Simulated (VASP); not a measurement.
# InP (F-43m) in VASP: single point with PBE

Aim: the single point of InP with PBE.

Everything below comes from runs of VASP 6.6.1. Logs are shortened: lines on timing, memory, paths and dates and some standing lists are left out, and cuts for length are marked.

## 1. The crystal as given

Symmetry: F-43m, No. 216, cubic system. The conventional cell has a = 5.861 Å, b = 5.861 Å, c = 5.861 Å, α = 90.00°, β = 90.00°, γ = 90.00°. In (site symmetry -43m) has 4 P at 2.54 Å as nearest neighbours. P (site symmetry -43m) has 4 In at 2.54 Å as nearest neighbours.

## 2. Single point, PBE

INCAR

```
  PREC = Accurate
  ENCUT = 520
  EDIFF = 1E-6
  ISMEAR = 0
  SIGMA = 0.01
  LREAL = False
  LASPH = True
  NELM = 100
  ALGO = Fast
  ISIF = 2
  LWAVE = False
  LCHARG = False
  GGA = PE
  NBANDS = 16
```

KPOINTS

```
regular mesh
0
Gamma
  4 4 4
```

POSCAR

```
InP
1.0
    0.0000000000      2.9305000000      2.9305000000
    2.9305000000      0.0000000000      2.9305000000
    2.9305000000      2.9305000000      0.0000000000
In P
1 1
Direct
    0.0000000000      0.0000000000      0.0000000000
    0.2500000000      0.2500000000      0.2500000000
```

Potentials or basis: VASP PAW PBE potentials, release 64 (In_d, P).

Started as:

```sh
cat potpaw_PBE.64/In_d/POTCAR potpaw_PBE.64/P/POTCAR > POTCAR
mpirun -np 1 vasp_std > vasp.out
```

OUTCAR:

```text
PREC = Accurate
   ENCUT = 520
   EDIFF = 1E-6
   ISMEAR = 0
   LREAL = False
   LASPH = True
   NELM = 100
   ISIF = 2
   GGA = PE

 ion  position               nearest neighbor table
   1  0.000  0.000  0.000-   2 2.54   2 2.54   2 2.54   2 2.54
   2  0.250  0.250  0.250-   1 2.54   1 2.54   1 2.54   1 2.54

  LATTYP: Found a face centered cubic cell.
 ALAT       =     5.8610000000

  Lattice vectors:

 A1 = (   0.0000000000,   2.9305000000,   2.9305000000)
 A2 = (   2.9305000000,   0.0000000000,   2.9305000000)
 A3 = (   2.9305000000,   2.9305000000,   0.0000000000)

Analysis of symmetry for initial positions (statically):
=====================================================================
 Subroutine PRICEL returns:
 Original cell was already a primitive cell.

 Routine SETGRP: Setting up the symmetry group for a
 face centered cubic supercell.

 Subroutine GETGRP returns: Found 24 space group operations
 (whereof 24 operations were pure point group operations)
 out of a pool of 48 trial point group operations.

The static configuration has the point symmetry T_d .

Analysis of symmetry for dynamics (positions and initial velocities):
=====================================================================
 Subroutine PRICEL returns:
 Original cell was already a primitive cell.

 Routine SETGRP: Setting up the symmetry group for a
 face centered cubic supercell.

 Subroutine GETGRP returns: Found 24 space group operations
 (whereof 24 operations were pure point group operations)
 out of a pool of 48 trial point group operations.

The dynamic configuration has the point symmetry T_d .

 Subroutine INISYM returns: Found 24 space group operations
 (whereof 24 operations are pure point group operations),
 and found     1 'primitive' translations

----------------------------------------------------------------------------------------

                                     Primitive cell

  volume of cell :      50.3333

  direct lattice vectors                    reciprocal lattice vectors
     0.000000000  2.930500000  2.930500000    -0.170619348  0.170619348  0.170619348
     2.930500000  0.000000000  2.930500000     0.170619348 -0.170619348  0.170619348
     2.930500000  2.930500000  0.000000000     0.170619348  0.170619348 -0.170619348

  length of vectors
     4.144352845  4.144352845  4.144352845     0.295521380  0.295521380  0.295521380

  position of ions in fractional coordinates (direct lattice)
     0.000000000  0.000000000  0.000000000
     0.250000000  0.250000000  0.250000000

  ion indices of the primitive-cell ions
   primitive index   ion index
                 1           1
                 2           2

----------------------------------------------------------------------------------------

 KPOINTS: regular mesh

Automatic generation of k-mesh.
 Grid dimensions read from file:
 generate k-points for:    4    4    4

 Generating k-lattice:

  Cartesian coordinates                     Fractional coordinates (reciprocal lattice)
    -0.042654837  0.042654837  0.042654837     0.250000000  0.000000000  0.000000000
     0.042654837 -0.042654837  0.042654837     0.000000000  0.250000000  0.000000000
     0.042654837  0.042654837 -0.042654837     0.000000000  0.000000000  0.250000000

  Length of vectors
     0.073880345  0.073880345  0.073880345

  Shift w.r.t. Gamma in fractional coordinates (k-lattice)
     0.000000000  0.000000000  0.000000000

 Subroutine IBZKPT returns following result:
 ===========================================

 Found      8 irreducible k-points:

 Following reciprocal coordinates:
            Coordinates               Weight
  0.000000  0.000000  0.000000      1.000000
  0.250000  0.000000  0.000000      8.000000
  0.500000  0.000000  0.000000      4.000000
  0.250000  0.250000  0.000000      6.000000
  0.500000  0.250000  0.000000     24.000000
 -0.250000  0.250000  0.000000     12.000000
  0.500000  0.500000  0.000000      3.000000
 -0.250000  0.500000  0.250000      6.000000
   k-points           NKPTS =      8   k-points in BZ     NKDIM =      8   number of bands    NBANDS=     16
   number of dos      NEDOS =    301   number of ions     NIONS =      2
   total plane-waves  NPLWV =  32768
   dimension x,y,z NGX =    32 NGY =   32 NGZ =   32
   dimension x,y,z NGXF=    64 NGYF=   64 NGZF=   64
   ions per type =               1   1
   NGX,Y,Z   is equivalent  to a cutoff of  12.84, 12.84, 12.84 a.u.
   NGXF,Y,Z  is equivalent  to a cutoff of  25.67, 25.67, 25.67 a.u.
 SYSTEM =  unknown system
   PREC   = accura    normal or accurate (medium, high low for compatibility)
   ISTART =      0    job   : 0-new  1-cont  2-samecut
   ICHARG =      2    charge: 1-file 2-atom 10-const
   ISPIN  =      1    spin polarized calculation?
   LNONCOLLINEAR =      F non collinear calculations
   LSORBIT =      F    spin-orbit coupling
   LASPH  =      T    aspherical Exc in radial PAW
   ENCUT  =  520.0 eV  38.22 Ry    6.18 a.u.   7.71  7.71  7.71*2*pi/ulx,y,z
   NELM   =    100;   NELMIN=  2; NELMDL= -5     # of ELM steps
   EDIFF  = 0.1E-05   stopping-criterion for ELM
   LREAL  =      F    real-space projection
   EDIFFG = 0.1E-04   stopping-criterion for IOM
   NSW    =      0    number of steps for IOM
   IBRION =     -1    ionic relax: 0-MD 1-quasi-New 2-CG
   NFREE  =      0    steps in history (QN), initial steepest desc. (CG)
   ISIF   =      2    stress and relaxation
   ISYM   =      2    0-nonsym 1-usesym 2-fastsym
   POTIM  = 0.5000    time-step for ionic-motion
   TEBEG  =    0.0;   TEEND  =   0.0 temperature during run
   PSTRESS=    0.0 pullay stress
   NELECT =      18.0000    total number of electrons
   NUPDOWN=      -1.0000    fix difference up-down
   EMIN   =  10.00;   EMAX   =-10.00  energy-range for DOS
   EFERMI =   0.00;   METHOD = LEGACY
   ISMEAR =     0;   SIGMA  =   0.01  broadening in eV -4-tet -1-fermi 0-gaus
   EFERMI_NEDOS =   21; number of points for ismear=-14 and -15
   IALGO  =     68    algorithm
   IMIX   =      4    mixing-type and parameters
     AMIX     =   0.40;   BMIX     =  1.00
     AMIX_MAG =   1.60;   BMIX_MAG =  1.00
  volume/ion in A,a.u.               =      25.17       169.83
  Fermi-wavevector in a.u.,A,eV,Ry     =   1.162021  2.195901 18.371846  1.350293
  Thomas-Fermi vector in A             =   2.298587
   LORBIT       =      0    0 simple, 1 ext, 2 COOP (PROOUT), +10 PAW based schemes
   GGA     = PE    functional components
   LHFCALC =     F    Hartree Fock is set to
   AEXX    =    0.0000 exact exchange contribution
   IVDW    =     0    specifies the selected vdW correction
   LEPSILON=     F    determine dielectric tensor
   LRPA    =     F    only Hartree local field effects (RPA)
 non-spin polarized calculation
 RMM-DIIS sequential band-by-band and
 Gauss-broadening in eV      SIGMA  =   0.01
  energy-cutoff  :      520.00
  volume of cell :       50.33
 maximum number of plane-waves:      1380
 NGX is ok and might be reduce to    32
   NGX = 15   NGY = 15   NGZ = 15

 number of electron      18.0000005 magnetization

 Free energy of the ion-electron system (eV)
  ---------------------------------------------------
  ext. energy  EPLUGINS =         0.00000000
  ---------------------------------------------------
  free energy    TOTEN  =        -8.27209618 eV

  energy without entropy =       -8.27209618  energy(sigma->0) =       -8.27209618

 E-fermi :   5.3508     XC(G=0):  -9.2633

 val. band max:        5.2323043182   @ k =   0.0000   0.0000   0.0000
 cond. band min:       5.9313890771   @ k =   0.0000   0.0000   0.0000
 fundamental gap:      0.6990847589
 Fermi energy:         5.3507777071

 k-point     1 :       0.0000    0.0000    0.0000
  band No.  band energies     occupation
      1      -9.0005      2.00000
      2      -9.0005      2.00000
      3      -9.0005      2.00000
      4      -8.8506      2.00000
      5      -8.8506      2.00000
      6      -6.2901      2.00000
[... 8 lines left out ...]
     15      14.6584      0.00000
     16      14.6584      0.00000

 k-point     2 :       0.2500    0.0000    0.0000
  band No.  band energies     occupation
      1      -9.0613      2.00000
      2      -8.9773      2.00000
      3      -8.9773      2.00000
      4      -8.8479      2.00000
      5      -8.8479      2.00000
      6      -5.6129      2.00000
[... 8 lines left out ...]
     15      13.7972      0.00000
     16      14.3524      0.00000

 k-point     3 :       0.5000    0.0000    0.0000
  band No.  band energies     occupation
      1      -9.1169      2.00000
      2      -8.9620      2.00000
      3      -8.9620      2.00000
      4      -8.8368      2.00000
      5      -8.8368      2.00000
      6      -4.5618      2.00000
[... 8 lines left out ...]
     15      15.8567      0.00000
     16      15.8568      0.00000

 k-point     4 :       0.2500    0.2500    0.0000
  band No.  band energies     occupation
      1      -9.1009      2.00000
      2      -8.9496      2.00000
      3      -8.9496      2.00000
      4      -8.8738      2.00000
      5      -8.8331      2.00000
      6      -5.3901      2.00000
[... 8 lines left out ...]
     15      15.1935      0.00000
     16      17.3323      0.00000

 k-point     5 :       0.5000    0.2500    0.0000
  band No.  band energies     occupation
      1      -9.1400      2.00000
      2      -8.9390      2.00000
      3      -8.9265      2.00000
      4      -8.8704      2.00000
      5      -8.8293      2.00000
      6      -4.3017      2.00000
[... 8 lines left out ...]
     15      15.9850      0.00000
     16      17.2037      0.00000

 k-point     6 :      -0.2500    0.2500    0.0000
  band No.  band energies     occupation
      1      -9.1114      2.00000
      2      -8.9550      2.00000
      3      -8.9472      2.00000
      4      -8.8517      2.00000
      5      -8.8454      2.00000
      6      -4.6929      2.00000
[... 8 lines left out ...]
     15      15.6112      0.00000
     16      17.0664      0.00000

 k-point     7 :       0.5000    0.5000    0.0000
  band No.  band energies     occupation
      1      -9.1828      2.00000
      2      -8.9016      2.00000
      3      -8.8963      2.00000
      4      -8.8963      2.00000
      5      -8.8155      2.00000
      6      -3.9034      2.00000
[... 8 lines left out ...]
     15      15.9781      0.00000
     16      17.0380      0.00000

 k-point     8 :      -0.2500    0.5000    0.2500
  band No.  band energies     occupation
      1      -9.1491      2.00000
      2      -8.9409      2.00000
      3      -8.9050      2.00000
      4      -8.8707      2.00000
      5      -8.8355      2.00000
      6      -3.8241      2.00000
[... 8 lines left out ...]
     15      16.5228      0.00000
     16      17.2554      0.00000

------------------------ aborting loop because EDIFF is reached ----------------------------------------

  FORCE on cell =-STRESS in cart. coord.  units (eV):
  Direction    XX          YY          ZZ          XY          YZ          ZX
  --------------------------------------------------------------------------------------
  -------------------------------------------------------------------------------------
  Total        1.1023654      1.1023654      1.1023654      0.0000000      0.0000000      0.0000000
  in kB       35.0898068     35.0898068     35.0898068      0.0000000      0.0000000      0.0000000
  external PRESSURE =      35.0898068 kB  Pullay stress =       0.0000000 kB

 VOLUME and BASIS-vectors are now :
 -----------------------------------------------------------------------------
  energy-cutoff  :      520.00
  volume of cell :       50.33
      direct lattice vectors                 reciprocal lattice vectors
     0.000000000  2.930500000  2.930500000    -0.170619348  0.170619348  0.170619348
     2.930500000  0.000000000  2.930500000     0.170619348 -0.170619348  0.170619348
     2.930500000  2.930500000  0.000000000     0.170619348  0.170619348 -0.170619348

 POSITION                                       TOTAL-FORCE (eV/Angst)
 -----------------------------------------------------------------------------------
      0.00000      0.00000      0.00000        -0.000000     -0.000000     -0.000000
      1.46525      1.46525      1.46525         0.000000      0.000000      0.000000
 -----------------------------------------------------------------------------------
    total drift:                               -0.000000     -0.000000     -0.000000

  FREE ENERGIE OF THE ION-ELECTRON SYSTEM (eV)
  ---------------------------------------------------
  free  energy   TOTEN  =        -8.2720961751 eV

  energy  without entropy=       -8.2720961751  energy(sigma->0) =       -8.27209618
```

Wall time 7 s (1 thread of AMD EPYC 9R45 (Zen 5), shared host); peak memory 0.14 GiB.

What came out:

```
Free energy            : -8.2721 eV
Pressure               : 3.5 GPa
Band gap on the k mesh : 0.70 eV, direct
```

Caveat: the k mesh is coarse (spacing up to 0.46 Å⁻¹), so the values aren't converged; spin-orbit coupling is left out, which moves the levels of the heavy elements. As with any semilocal functional, this PBE gap is likely too small.
